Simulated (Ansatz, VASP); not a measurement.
**Mg in VASP and in Ansatz**

The input INCAR:

```
PREC = Accurate
ENCUT = 600
EDIFF = 1E-6
ISMEAR = -1
SIGMA = 0.05
LREAL = False
LASPH = True
NELM = 80
ALGO = Normal
ISIF = 3
LWAVE = False
LCHARG = False
METAGGA = R2SCAN
LMIXTAU = True
IBRION = 2
NSW = 60
EDIFFG = -0.01
```

File KPOINTS:

```
Automatic mesh
0
Gamma
  11 11 11
```

The input POSCAR:

```
Mg
1.0
   -1.8359916300      1.8359916300      1.6794040200
    1.8359916300     -1.8359916300      1.6794040200
    1.8359916300      1.8359916300     -1.6794040200
Mg
1
Direct
    0.0000000000      0.0000000000      0.0000000000
```

Contents of input.yaml:

```yaml
crystal:
  lattice:
    - [-1.83599163, 1.83599163, 1.67940402]
    - [1.83599163, -1.83599163, 1.67940402]
    - [1.83599163, 1.83599163, -1.67940402]
  atoms:
    - { symbol: Mg, position: [0.0, 0.0, 0.0] }
hamiltonian:
  xc: r2scan
  pseudopotentials: { kind: paw }
kpoints:
  mp_grid: { grid: [11, 11, 11] }
scf:
  occupations: { method: fermi_dirac, width: 0.05 }
output:
  forces: true
  stress: true
  eigenvalues: true
relax:
  f_tol: 0.01
  max_steps: 40
  cell: { stress_tol: 0.05 }
```

This isn't the form of Mg at room conditions, which is hcp.

Alike in both runs: task relaxation of cell and atoms; functional r2SCAN; k mesh 11 × 11 × 11; occupations fermi-dirac, width 0.05 eV; no spin polarisation.

|  | VASP | Ansatz |
| --- | --- | --- |
| version | VASP 6.6.1 | Ansatz 0.2.0 |
| potentials or method | VASP PAW PBE potentials, release 64 (Mg) | Ansatz PAW |
| plane-wave cutoff (eV) | 600 | 500 |
| valence electrons in the cell | 2 | 10 |

Ansatz gave:

| Item | Value |
| --- | --- |
| gap on the k mesh at the Fermi level, each at its own relaxed structure (eV) | none |
| relaxed volume (Å³/atom) | 22.49 |
| relaxed cell length with the largest relative difference (Å) | 3.080 |
| energy change over the relaxation (meV/atom) | -7 |

**Question.** Which values does VASP return?

**Answer.** gap on the k mesh at the Fermi level, each at its own relaxed structure (eV): none; relaxed volume (Å³/atom): 22.33; relaxed cell length with the largest relative difference (Å): 3.073; energy change over the relaxation (meV/atom): -7.

A gap of «none» marks a metal or a gap that the smearing closes. The two sets of potentials don't hold the same shells in valence.

Caveats: the PAW data sets were made with another functional, which shifts forces and pressure a little (VASP); the plane-wave basis is chosen anew once the cell has moved, so the energies of steps on either side of that aren't comparable (Ansatz); the PAW data sets come from PBE, with cores solved anew for the run's functional, which leaves a small shift of forces and pressure (Ansatz).
